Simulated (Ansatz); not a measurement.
MnS:

```
CELL_PARAMETERS angstrom
3.95358 0.00000 0.00000
-1.97679 3.42390 0.00000
0.00000 0.00000 6.34253
ATOMIC_POSITIONS crystal
Mn 0.66667 0.33333 0.49884
Mn 0.33333 0.66667 0.99884
S 0.33333 0.66667 0.62615
S 0.66667 0.33333 0.12615
```

The cell is a database's computed one.

Base run:

| Quantity | Value |
| --- | --- |
| Program | Ansatz 0.2.0 |
| Functional | PBEsol |
| Potentials or basis | Ansatz PAW |
| Cutoff | 420 eV (not typed: the program's choice for these potentials) |
| k mesh | 7 × 7 × 4 |
| Occupations | fermi-dirac, width 0.05 eV |
| Spin | collinear spin, ferromagnetic start |
| Starting moments | [1.0, 1.0, 0.0, 0.0] μB |
| Fixed moment | 2 μB |

Its results: pressure -22.0 GPa; site moments Mn +1.02; S -0.07 μB; largest force 0.116 eV/Å.

Task: The run is repeated on the same cell with these changes: fixed moment from 2 μB to 6 μB; moments at the start from [1.0, 1.0, 0.0, 0.0] to [3.0, 3.0, 0.0, 0.0]. What comes out?

Result: Pressure -14.3 GPa; site moments Mn +2.81; S -0.09 μB; largest force 0.050 eV/Å.

Caveats: the total moment is fixed, so each spin has its own Fermi level; only a ferromagnetic start was run, and an antiferromagnetic order may lie lower in energy; the PAW data sets come from PBE, with cores solved anew for the run's functional, which leaves a small shift of forces and pressure; the thresholds are loose for stress.
